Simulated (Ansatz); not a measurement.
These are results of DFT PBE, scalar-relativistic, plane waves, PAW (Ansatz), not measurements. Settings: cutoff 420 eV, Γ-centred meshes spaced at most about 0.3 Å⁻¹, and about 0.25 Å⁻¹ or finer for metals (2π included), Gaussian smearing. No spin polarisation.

Each guess is relaxed in cell and atoms at zero pressure, on a coarse mesh first where it starts far from rest and then on a converged one. The steps can't lower the symmetry of the start, but it can rise. Energies are static (0 K, no zero-point motion).

This guess for ZrB2 isn't its lowest structure:

```cif
data_structure
_symmetry_space_group_name_H-M 'P 1'
_symmetry_Int_Tables_number 1
_cell_length_a 2.8563
_cell_length_b 3.5588
_cell_length_c 3.6216
_cell_angle_alpha 90.000
_cell_angle_beta 90.000
_cell_angle_gamma 90.000
_cell_volume 36.81
loop_
_atom_site_label
_atom_site_type_symbol
_atom_site_fract_x
_atom_site_fract_y
_atom_site_fract_z
_atom_site_occupancy
Zr1 Zr 0.50000 0.00000 0.00000 1
B1 B 0.50000 0.50000 0.50000 1
B2 B 0.50000 0.00000 0.50000 1
```

Task: Where does the relaxation end?

Result: Pmmm at 12.3 Å³/atom → Pmmm at 14.9 Å³/atom. Conventional cell: a = 3.093 Å, b = 3.136 Å, c = 4.611 Å. Zr has 2 B at 2.31 Å, 4 B at 2.79 Å and 4 Zr at 3.09–3.14 Å; around B on its first site lie 2 B at 1.57 Å and 4 Zr at 2.79 Å; B on its second site is surrounded by 2 B at 1.57 Å and 2 Zr at 2.31 Å.

Space group Pmmm (No. 47). a = 3.093 Å, b = 3.136 Å, c = 4.611 Å, α = 90.00°, β = 90.00°, γ = 90.00°
```tsv
atom	site	symmetry	x	y	z
Zr	1b	mmm	0.5000	0.0000	0.0000
B	1h	mmm	0.5000	0.5000	0.5000
B	1d	mmm	0.5000	0.0000	0.5000
```

Task: How far does this end lie above the lowest form of ZrB2 relaxed in the same way, and what is that form?

Result: It lies 1.45 eV/atom above the lowest of the 13 forms computed, a structure that the Crystallography Open Database (COD) lists, of the AlB2 type. Space group P6/mmm (No. 191), hexagonal, a = 3.171 Å, c = 3.542 Å. Zr is surrounded by 12 B at 2.55 Å and 6 Zr at 3.17 Å; around B lie 3 B at 1.83 Å and 6 Zr at 2.55 Å. That form has 10.3 Å³/atom and no gap on its mesh, nor has the guess's end. Counting B atoms around Zr (those within 1.25 times the shortest such distance or 1.15 times the sum of covalent radii; a plus sign parts nearer from farther groups), the guess's end has Zr 2+4 and the lowest form has Zr 12. The guess's end holds B–B chains (shortest 1.57 Å); the lowest form holds B–B nets (shortest 1.83 Å).

Some structure types and database cells were kept out of the candidates from the start, so a known form may be missing.
